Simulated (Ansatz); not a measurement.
**PBE against r2SCAN: SiC, C → Be**

Consider SiC in the wurtzite structure (space group P6_3mc, No. 186; a = 3.092 Å, c = 5.074 Å).

(Cell as relaxed with PBE.)

Levels (all Ansatz, a quantum-chemistry and plane-wave program, PAW, earlier PAW set): PBE (420 eV, scalar-relativistic without spin-orbit coupling); r2SCAN (500 eV, no spin-orbit coupling).

Each level relaxes its own structure.

| base | PBE | r2SCAN |
|---|---|---|
| volume per atom | 10.50 Å³ | 10.34 Å³ |
| lattice parameter a | 3.092 Å | 3.075 Å |
| band gap | 2.31 eV | 2.65 eV |

Modification: full substitution C → Be, then cell and atoms are relaxed.

```tsv
quantity	PBE	r2SCAN
shortest interatomic distance	2.234 Å	…
space group	P6_3/mmc (No. 194)	…
```

Task: Given the PBE results, estimate those of r2SCAN.

Result: 
- shortest interatomic distance, r2SCAN: 2.231 Å
- space group, r2SCAN: P6_3/mmc (No. 194)

PBE's shortest interatomic distance lies 0.003 Å above r2SCAN's (0.1 %); the two agree on the space group. Neither level is exact; r2SCAN is the comparison here, not a measurement.

Whether these cells are dynamically stable was not tested. As relaxed here, BeSi is a hypothetical phase, not in the database extracts checked. All final runs are without spin polarisation.
